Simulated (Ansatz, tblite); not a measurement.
## A script for CsCl (GFN2-xTB)

These are simulated results from tblite 0.8.0, not measurements. The cell was built from a prototype and was relaxed with r2SCAN in plane waves (Ansatz 0.2.0). Not every such cell is a known phase. All runs are without spin polarisation.

The symmetry is Pm-3m (No. 221, cubic); conventional cell a = 4.141 Å, 35.50 Å³ an atom. Cs has 8 Cl at 3.59 Å; Cl has 8 Cs at 3.59 Å.

tblite solves periodic systems at the zone centre alone, so the script builds a cluster of 2×2×2 conventional cells (16 atoms), which folds in a coarse mesh of k points.

The script, run.py:

```python
import json
from ase import Atoms
from ase.build import make_supercell
from ase.units import Bohr, GPa, Hartree
from tblite.interface import Calculator

atoms = Atoms(['Cs', 'Cl'],
              cell=[[4.140676, -0.0, 0.0], [0.0, 4.140676, 0.0], [0.0, 0.0, 4.140676]],
              scaled_positions=[[-0.0, -0.0, -0.0], [0.5, 0.5, 0.5]],
              pbc=True)
cluster = make_supercell(atoms, [[2, 0, 0], [0, 2, 0], [0, 0, 2]])
calc = Calculator('GFN2-xTB', cluster.numbers, cluster.positions / Bohr, lattice=cluster.cell[:] / Bohr, periodic=cluster.pbc)
calc.set('temperature', 0.02 / Hartree)
calc.set('max-iter', 150)
res = calc.singlepoint()
levels = res.get('orbital-energies') * Hartree
nv = round(res.get('orbital-occupations').sum() / 2)
cells = len(cluster) // len(atoms)
out = {'energy_per_cell': res.get('energy') * Hartree / cells, 'homo': levels[nv - 1], 'lumo': levels[nv],
       'stress': (-res.get('virial') * Hartree / cluster.get_volume() / GPa).tolist(), 'charges': res.get('charges')[:len(atoms)].tolist(), 'electrons': 2 * nv / cells}
json.dump(out, open('results.json', 'w'))
for key, value in out.items():
    print(key, value)
```

Command: `python run.py`. It took 1.2 s on 1 thread of Arm Neoverse V2 (shared host), peak memory 0.11 GiB.

The log:

```
------------------------------------------------------------
  cycle        total energy    energy error   density error
------------------------------------------------------------
      1     -38.30363520039  -3.8349161E+01   2.8452473E-01
      2     -38.44570592098  -1.4207072E-01   1.5572871E-01
      3     -38.56517425329  -1.1946833E-01   4.9539577E-02
      4     -38.53775386336   2.7420390E-02   8.2231614E-02
      5     -38.59193523081  -5.4181367E-02   1.2397877E-02
      6     -38.59353956838  -1.6043376E-03   2.2828963E-03
      7     -38.59359459777  -5.5029385E-05   8.8423680E-05
      8     -38.59359400165   5.9612131E-07   2.5341798E-04
      9     -38.59359469129  -6.8964162E-07   1.5879162E-06
------------------------------------------------------------

 total:                                   0.692 sec
energy_per_cell -131.2731504015743
homo -12.452762051087824
lumo -6.258547395049324
stress [[4.449460608117238, -1.0357040346430614e-05, -1.0357040350344333e-05], [-1.035704034641556e-05, 4.449460608117255, -1.0357040348560763e-05], [-1.0357040350372616e-05, -1.0357040348538446e-05, 4.449460608117256]]
charges [0.700486488350131, -0.7005021724224083]
electrons 8.0
```

The cycle table is in hartree for the whole cluster, and the lines after it are in eV (the energy for one cell). The printed stress is in GPa and positive in compression, and the pressure is its mean diagonal.

GFN2-xTB gives a gap of 6.19 eV. On the same cell, plane-wave PBE (Ansatz, 6×6×6 k points and the special points) gives a gap of 5.21 eV and r2SCAN a gap of 5.91 eV; on shared hosts these took about 1.5 and 3.8 core-seconds on the 2-atom cell, against 1.2 for the script. Spin-orbit coupling, left out in all these runs, can cut or reorder the gap by tenths of an eV, up to about 1 eV with Pb or Bi. xTB was fitted to molecules, so gaps, charges and pressures of solids can be far off, and the gap also depends on the size of the cluster.

The same script was run on cells scaled at fixed shape and fractional coordinates:

```csv
volume (Å³/atom),energy (meV/atom),"pressure (GPa, positive in compression)",gap (eV)
31.24,152.4,7.28,7.48
33.37,66.7,5.64,6.80
35.50,0.0,4.45,6.19
37.63,-52.9,3.50,5.64
39.76,-94.1,2.71,5.14
```

The minimum lies beyond the largest of these volumes.

xTB was fitted mostly to molecules, and a small cluster samples few k points, so gaps, pressures and kinks along a curve can be far from a solid's.

The runs are scalar-relativistic, without spin-orbit coupling.
